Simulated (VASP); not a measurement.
## ZnO (P6_3mc): a series in a change of volume

Wanted: the response of ZnO to a change of volume, as a table, with a fit that predicts a row left out.

Calculated with VASP 6.6.1; LDA; plane waves and PAW (Zn, O), in the first sound run; inputs show where later runs differ.

## Step 1: Starting point

Symmetry: P6_3mc, No. 186, hexagonal system. The conventional cell has a = 3.194 Å, b = 3.194 Å, c = 5.163 Å, α = 90.00°, β = 90.00°, γ = 120.00°. Zn has 4 O at 1.95 Å nearest. Nearest to O lie 4 Zn at 1.95 Å. Farther neighbours and most contacts between anions are not listed.

Structure file:

```
Zn O
1.0
     3.19377    0.00000    0.00000
    -1.59688    2.76589    0.00000
     0.00000    0.00000    5.16295
Zn O
2 2
Cartesian
  0.0000 1.8439 0.0092
  1.5969 0.9220 2.5907
  0.0000 1.8439 1.9630
  1.5969 0.9220 4.5445
```

## Step 2: Relax the crystal, LDA

The series starts from the cell that this level prefers, so that zero strain is near zero stress.

Level: LDA; plane waves and PAW (Zn, O).

Contents of INCAR:

```
SYSTEM = ZnO
PREC = Accurate
ENCUT = 600
EDIFF = 1E-07
NELM = 120
ISMEAR = 0
SIGMA = 0.02
LREAL = .FALSE.
ALGO = Normal
GGA = CA
NBANDS = 24
LASPH = .TRUE.
LORBIT = 11
LWAVE = .FALSE.
LCHARG = .FALSE.
KPAR = 16
IBRION = 2
NSW = 40
ISIF = 3
EDIFFG = -0.005
POTIM = 0.4
```

Contents of POSCAR:

```
ZnO
1.0
    3.1937689529      0.0000000000      0.0000000000
   -1.5968844764      2.7658850467      0.0000000000
    0.0000000000      0.0000000000      5.1629500722
Zn O
2 2
Direct
    0.3333333333      0.6666666667      0.0017855574
    0.6666666667      0.3333333333      0.5017855574
    0.3333333333      0.6666666667      0.3802144426
    0.6666666667      0.3333333333      0.8802144426
```

Contents of KPOINTS:

```
Automatic mesh
0
Gamma
11 11 6
0 0 0
```

PAW data sets: Zn and O (LDA family, release 64).

Started as:

```sh
mpirun -np 16 vasp_std
```

Log:

```text
[banner, memory and clock lines left out]
running   16 mpi-ranks, on    1 nodes
[...]
|                                                                             |
|           W    W    AA    RRRRR   N    N  II  N    N   GGGG   !!!           |
|           W    W   A  A   R    R  NN   N  II  NN   N  G    G  !!!           |
|           W    W  A    A  R    R  N N  N  II  N N  N  G       !!!           |
|           W WW W  AAAAAA  RRRRR   N  N N  II  N  N N  G  GGG   !            |
|           WW  WW  A    A  R   R   N   NN  II  N   NN  G    G                |
|           W    W  A    A  R    R  N    N  II  N    N   GGGG   !!!           |
|                                                                             |
|     For optimal performance we recommend to set                             |
|       NCORE = 2 up to number-of-cores-per-socket                            |
|     NCORE specifies how many cores store one orbital (NPAR=cpu/NCORE).      |
|     This setting can greatly improve the performance of VASP for DFT.       |
[...]
|     Unfortunately you need to use the default for GW and RPA                |
|     calculations (for HF NCORE is supported but not extensively tested      |
|     yet).                                                                   |
|                                                                             |

 LDA part: xc-table for (Slater(with rela. corr.)+CA(PZ))
 , standard interpolation
 POSCAR, INCAR and KPOINTS ok, starting setup
[...]
entering main loop
       N       E                     dE             d eps       ncg     rms          rms(c)
DAV:   1     0.300389963719E+03    0.30039E+03   -0.20316E+04  3112   0.244E+03
DAV:   2     0.551037235299E+01   -0.29488E+03   -0.27867E+03  3296   0.458E+02
DAV:   3    -0.237501579140E+02   -0.29261E+02   -0.29021E+02  3568   0.148E+02
DAV:   4    -0.242331356595E+02   -0.48298E+00   -0.48271E+00  3496   0.198E+01
[...]
DAV:  14    -0.211634116033E+02    0.22513E-05   -0.38094E-06  4192   0.214E-02    0.316E-03
DAV:  15    -0.211634115627E+02    0.40593E-07   -0.11238E-06  3216   0.879E-03    0.885E-04
DAV:  16    -0.211634115590E+02    0.37135E-08   -0.87151E-09  1680   0.105E-03
   1 F= -.21163412E+02 E0= -.21163412E+02  d E =-.211634E+02
[...]
reached required accuracy - stopping structural energy minimisation
```

The job ended after 14 s (16 MPI ranks of Intel Xeon Platinum 8259CL at 2.50GHz (Skylake/Cascade Lake), shared host; peak memory 3.4 GiB).

Lines that name or quote the potential files are left out of all logs, and their timing lines are given in words.

From OUTCAR (step 2):

```text
  Total        0.0133978      0.0133978      0.0193903      0.0000000     -0.0000000     -0.0000000
  in kB        0.4706628      0.4706628      0.6811748      0.0000000     -0.0000000     -0.0000000
  external PRESSURE =       0.5408335 kB  Pullay stress =       0.0000000 kB

 POSITION                                       TOTAL-FORCE (eV/Angst)
 -----------------------------------------------------------------------------------
     -0.00000      1.84392      0.00922        -0.000000      0.000000      0.000088
      1.59688      0.92196      2.59069         0.000000     -0.000000      0.000088
     -0.00000      1.84392      1.96303         0.000000      0.000000     -0.000088
      1.59688      0.92196      4.54450         0.000000     -0.000000     -0.000088
 -----------------------------------------------------------------------------------
    total drift:                               -0.000000     -0.000000     -0.001111

  FREE ENERGIE OF THE ION-ELECTRON SYSTEM (eV)
  ---------------------------------------------------
  free  energy   TOTEN  =       -21.1634115590 eV

  energy  without entropy=      -21.1634115590  energy(sigma->0) =      -21.16341156

 reached required accuracy - stopping structural energy minimisation

[... 3 further parts left out ...]
[key lines of the parts left out:]
E-fermi :   1.4355
```

Numbers from this step:

| Item | Value |
| --- | --- |
| energy(sigma→0) of the program | -21.1634 eV |
| stress, compression positive | xx, yy, zz 0.05, 0.05, 0.07 GPa |
| volume | 45.607 Å³ |
| ionic steps | 1 |

## Step 3: Relax at fixed volume, LDA

One member in full: the volume is scaled by 1.01, and shape and atoms relax at that volume.

Level: LDA; plane waves and PAW (Zn, O).

Changes to INCAR since step 2:

```diff
@@ -15,7 +15,7 @@
 LCHARG = .FALSE.
-KPAR = 16
+KPAR = 4
 IBRION = 2
 NSW = 40
-ISIF = 3
-EDIFFG = -0.005
+ISIF = 4
+EDIFFG = -0.004
 POTIM = 0.4
```

Contents of POSCAR:

```
ZnO
1.0
    3.2043795589      0.0000000000      0.0000000000
   -1.6021897794      2.7750741011      0.0000000000
    0.0000000000      0.0000000000      5.1801028563
Zn O
2 2
Direct
    0.3333333333      0.6666666667      0.0017855574
    0.6666666667      0.3333333333      0.5017855574
    0.3333333333      0.6666666667      0.3802144426
    0.6666666667      0.3333333333      0.8802144426
```

KPOINTS is that of step 2.

Started as:

```sh
mpirun -np 4 vasp_std
```

Log:

```text
[banner, memory and clock lines left out]
running    4 mpi-ranks, on    1 nodes
[...]
LDA part: xc-table for (Slater(with rela. corr.)+CA(PZ))
 , standard interpolation
 POSCAR, INCAR and KPOINTS ok, starting setup
[...]
entering main loop
       N       E                     dE             d eps       ncg     rms          rms(c)
DAV:   1     0.300332136614E+03    0.30033E+03   -0.20349E+04  3128   0.244E+03
DAV:   2     0.559507319905E+01   -0.29474E+03   -0.27860E+03  3312   0.456E+02
DAV:   3    -0.237410191837E+02   -0.29336E+02   -0.29094E+02  3544   0.148E+02
DAV:   4    -0.242259872824E+02   -0.48497E+00   -0.48470E+00  3536   0.200E+01
[...]
DAV:  13    -0.211622512306E+02   -0.21010E-05   -0.72609E-06  4816   0.756E-02    0.124E-02
DAV:  14    -0.211622489492E+02    0.22814E-05   -0.40899E-06  4152   0.204E-02    0.317E-03
DAV:  15    -0.211622489093E+02    0.39868E-07   -0.88517E-07  3240   0.769E-03
   1 F= -.21162249E+02 E0= -.21162249E+02  d E =-.211622E+02
[...]
reached required accuracy - stopping structural energy minimisation
```

Run time: 34 s. Hardware: 4 MPI ranks; peak memory 0.76 GiB; 88 s of CPU time.

Parts of OUTCAR (step 3):

```text
  Total       -0.4406106     -0.4406106     -0.4340181     -0.0000000     -0.0000000      0.0000000
  in kB      -15.3252857    -15.3252857    -15.0959860     -0.0000000     -0.0000000      0.0000000
  external PRESSURE =     -15.2488524 kB  Pullay stress =       0.0000000 kB

 POSITION                                       TOTAL-FORCE (eV/Angst)
 -----------------------------------------------------------------------------------
     -0.00000      1.85005      0.00925         0.000000     -0.000000     -0.000786
      1.60219      0.92502      2.59930        -0.000000      0.000000     -0.000786
     -0.00000      1.85005      1.96955         0.000000     -0.000000      0.000786
      1.60219      0.92502      4.55960        -0.000000      0.000000      0.000786
 -----------------------------------------------------------------------------------
    total drift:                               -0.000000     -0.000000     -0.001348

  FREE ENERGIE OF THE ION-ELECTRON SYSTEM (eV)
  ---------------------------------------------------
  free  energy   TOTEN  =       -21.1622489093 eV

  energy  without entropy=      -21.1622489093  energy(sigma->0) =      -21.16224891

[... 2 parts as in an earlier step ...]

[... 2 further parts left out ...]
[key lines of the parts left out:]
E-fermi :   1.3430
```

Numbers from this step:

```
energy(sigma→0) of the program : -21.1622 eV
stress, compression positive   : xx, yy, zz -1.53, -1.53, -1.51 GPa
ionic steps                    : 1
```

## Step 4: Band edges, TB-mBJ with spin-orbit coupling

Short lines in KPOINTS_OPT sample the zone centre, for masses, and the other valleys.

Level: TB-mBJ, spin-orbit coupling; plane waves and PAW (Zn, O).

TB-mBJ has no energy functional, so the total energy, stress and pressure in this output mean nothing.

Contents of INCAR:

```
SYSTEM = ZnO
PREC = Accurate
ENCUT = 600
EDIFF = 1E-06
NELM = 150
ISMEAR = 0
SIGMA = 0.02
LREAL = .FALSE.
ALGO = Normal
METAGGA = MBJ
LASPH = .TRUE.
LNONCOLLINEAR = .TRUE.
MAGMOM = 0 0 0 0 0 0 0 0 0 0 0 0
NBANDS = 46
GGA_COMPAT = .FALSE.
LSORBIT = .TRUE.
LWAVE = .FALSE.
LCHARG = .FALSE.
KPAR = 4
```

POSCAR is that of step 3.

Contents of KPOINTS:

```
Automatic mesh
0
Gamma
9 9 5
0 0 0
```

Contents of KPOINTS_OPT:

```
Line mode
6
Line-mode
Reciprocal
  0.00000000   0.00000000   0.00000000
  0.00000000   0.00000000   0.04122195

  0.00000000   0.00000000   0.00000000
 -0.02549964   0.01274982   0.00000000

  0.50000000   0.00000000   0.00000000
  0.50000000   0.00000000   0.50000000

  0.33333333   0.33333333   0.00000000
  0.33333333   0.33333333   0.50000000
```

Started as:

```sh
mpirun -np 4 vasp_ncl
```

Log:

```text
[banner, memory and clock lines left out]
running    4 mpi-ranks, on    1 nodes
[...]
|                                                                             |
|               ----> ADVICE to this user running VASP <----                  |
|                                                                             |
|     You enforced a specific xc type in the INCAR file but a different       |
|     [... a line on the potential file left out ...]
|     I HOPE YOU KNOW WHAT YOU ARE DOING!                                     |
|                                                                             |

 LDA part: xc-table for (None), standard interpolation
 POSCAR, INCAR and KPOINTS ok, starting setup
[...]
entering main loop
       N       E                     dE             d eps       ncg     rms          rms(c)
DAV:   1     0.368807751920E+03    0.36881E+03   -0.18578E+04  5520   0.249E+03
DAV:   2     0.101734694419E+02   -0.35863E+03   -0.33809E+03  5582   0.564E+02
DAV:   3    -0.528561918633E+02   -0.63030E+02   -0.61605E+02  5990   0.218E+02
DAV:   4    -0.562344150617E+02   -0.33782E+01   -0.33542E+01  6390   0.516E+01
[...]
DAV:  42    -0.484876688090E+02   -0.22381E-04   -0.40101E-10  2904   0.420E-04    0.174E-04
DAV:  43    -0.484875825438E+02    0.86265E-04   -0.12888E-09  2898   0.342E-04    0.583E-05
DAV:  44    -0.484875820623E+02    0.48143E-06   -0.55292E-10  2868   0.229E-04
   1 F= -.48487582E+02 E0= -.48487582E+02  d E =-.204831E-36  mag=     0.0000     0.0000     0.0000
 Start KPOINTS_OPT (optional k-point list driver)
k-point batch [1-24\24]
       N       E                     dE             ncg
DAV:   1     0.875346007854E+04   -0.10132E+05     2208
DAV:   2    -0.126673214242E+03   -0.88801E+04     2288
DAV:   3    -0.144970277895E+04   -0.13230E+04     2428
DAV:   4    -0.150397869936E+04   -0.54276E+02     2488
DAV:   5    -0.150439195517E+04   -0.41326E+00     2494
DAV:   6    -0.150439618385E+04   -0.42287E-02     2464
DAV:   7    -0.150439625094E+04   -0.67089E-04     2486
DAV:   8    -0.150439625211E+04   -0.11642E-05     1764
DAV:   9    -0.150439625220E+04   -0.96717E-07     1640
```

Wall time 13 min (4 MPI ranks); peak memory 2.4 GiB.

OUTCAR, selected parts (step 4):

```text
  LATTYP: Found a hexagonal cell.
 ALAT       =     3.2043795589
 C/A-ratio  =     1.6165696857

 Subroutine GETGRP returns: Found 12 space group operations
 (whereof  6 operations were pure point group operations)

The static configuration has the point symmetry C_3v.
 The point group associated with its full space group is C_6v.

 Found     60 irreducible k-points:

   k-points           NKPTS =     60   k-points in BZ     NKDIM =     60   number of bands    NBANDS=     46

   dimension x,y,z NGX =    28 NGY =   28 NGZ =   42
   dimension x,y,z NGXF=    56 NGYF=   56 NGZF=   84

   ENCUT  =  600.0 eV  44.10 Ry    6.64 a.u.   6.40  6.40 10.35*2*pi/ulx,y,z

   NELECT =      36.0000    total number of electrons

 E-fermi :   3.2858

 k-point     1 :       0.0000    0.0000    0.0000
  band No.  band energies     occupation
    ...
     32       2.9745      1.00000
     33       3.0595      1.00000
     34       3.0595      1.00000
     35       3.1138      1.00000
     36       3.1138      1.00000
     37       5.6787      0.00000
     38       5.6787      0.00000
     39      10.4340      0.00000
     40      10.4340      0.00000
     41      13.0889      0.00000
    ...

 k-point     2 :       0.1111    0.0000    0.0000
  band No.  band energies     occupation
    ...
     32       2.6605      1.00000
     33       2.8879      1.00000
     34       2.9159      1.00000
     35       3.0027      1.00000
     36       3.0149      1.00000
     37       6.2904      0.00000
     38       6.2921      0.00000
     39      10.9136      0.00000
     40      10.9252      0.00000
     41      13.0634      0.00000
    ...

  Total     -224.8895811   -224.8895810   -224.8662323     -0.0000000      0.0000000      0.0000000
  in kB    -7822.0934054  -7822.0934038  -7821.2812891     -0.0000001      0.0000000      0.0000000
  external PRESSURE =   -7821.8226994 kB  Pullay stress =       0.0000000 kB

 POSITION                                       TOTAL-FORCE (eV/Angst)
 -----------------------------------------------------------------------------------
     -0.00000      1.85005      0.00925        -0.000000      0.000000      0.080808
      1.60219      0.92502      2.59930         0.000000      0.000000      0.080808
     -0.00000      1.85005      1.96955         0.000000     -0.000000     -0.080808
      1.60219      0.92502      4.55960        -0.000000      0.000000     -0.080808
 -----------------------------------------------------------------------------------
    total drift:                               -0.000000      0.000000      0.604097

  FREE ENERGIE OF THE ION-ELECTRON SYSTEM (eV)
  ---------------------------------------------------
  free  energy   TOTEN  =       -48.4875820623 eV

  energy  without entropy=      -48.4875820623  energy(sigma->0) =      -48.48758206

 Spin-Orbit-Coupling matrix elements
 Ion:    1  E_soc:     -0.0065974
 Ion:    2  E_soc:     -0.0065974
 Ion:    3  E_soc:     -0.0001900
 Ion:    4  E_soc:     -0.0001900

[... 1 part as in an earlier step ...]

[... 7 further parts left out ...]
```

## Step 5: Band edges, r2SCAN

Short lines in KPOINTS_OPT sample the zone centre, for masses, and the other valleys.

Level: r2SCAN; plane waves and PAW (Zn, O).

Contents of INCAR:

```
SYSTEM = ZnO
PREC = Accurate
ENCUT = 600
EDIFF = 1E-06
NELM = 100
ISMEAR = 0
SIGMA = 0.02
LREAL = .FALSE.
ALGO = Normal
METAGGA = R2SCAN
LASPH = .TRUE.
NBANDS = 23
LWAVE = .FALSE.
LCHARG = .FALSE.
KPAR = 4
```

POSCAR is that of step 4.

KPOINTS is that of step 4.

KPOINTS_OPT is that of step 4.

Started as:

```sh
mpirun -np 4 vasp_std
```

Log:

```text
[banner, memory and clock lines left out]
running    4 mpi-ranks, on    1 nodes
[...]
[... a notice as in an earlier step ...]

 LDA part: xc-table for (None), standard interpolation
 POSCAR, INCAR and KPOINTS ok, starting setup
[...]
entering main loop
       N       E                     dE             d eps       ncg     rms          rms(c)
DAV:   1     0.265794029250E+02    0.26579E+02   -0.21178E+04  1656   0.260E+03
DAV:   2    -0.273843954516E+03   -0.30042E+03   -0.28782E+03  1782   0.476E+02
DAV:   3    -0.305142794747E+03   -0.31299E+02   -0.31071E+02  1908   0.159E+02
DAV:   4    -0.305710179987E+03   -0.56739E+00   -0.56677E+00  1901   0.225E+01
[...]
DAV:  14    -0.295291299200E+03   -0.24595E-06   -0.20454E-05  2442   0.815E-02    0.159E-02
DAV:  15    -0.295291300705E+03   -0.15046E-05   -0.63235E-06  1894   0.266E-02    0.730E-03
DAV:  16    -0.295291301071E+03   -0.36640E-06   -0.17243E-06  1165   0.168E-02
   1 F= -.29529130E+03 E0= -.29529130E+03  d E =-.251630E-40
 Start KPOINTS_OPT (optional k-point list driver)
k-point batch [1-24\24]
       N       E                     dE             ncg
DAV:   1     0.456513107942E+04   -0.15432E+05     1112
DAV:   2    -0.236535740284E+04   -0.69305E+04     1223
DAV:   3    -0.299700443550E+04   -0.63165E+03     1279
DAV:   4    -0.300659613469E+04   -0.95917E+01     1328
DAV:   5    -0.300665300228E+04   -0.56868E-01     1223
DAV:   6    -0.300665362658E+04   -0.62430E-03     1335
DAV:   7    -0.300665363588E+04   -0.92932E-05     1221
DAV:   8    -0.300665363602E+04   -0.14703E-06      937
```

Wall time 2.1 min (4 MPI ranks); peak memory 0.85 GiB; 5.5 min of CPU time.

[end of part 1 of 2]

[Lines on the potential files, build, host, timing and source positions are cut from VASP's logs without a mark.]

[Logs are printed without paths, hosts, clocks, repeated set-up lines and the standing remarks that a program may print on its own settings, such as how far it seeks lower states.]

[Hosts, paths, dates, database ids (printed as entryN), source tags and the programs' standing remarks are cut or masked in the printed files.]

[In band tables of VASP the shares of atoms and orbitals are scaled to a sum of 1 inside the atoms' spheres.]
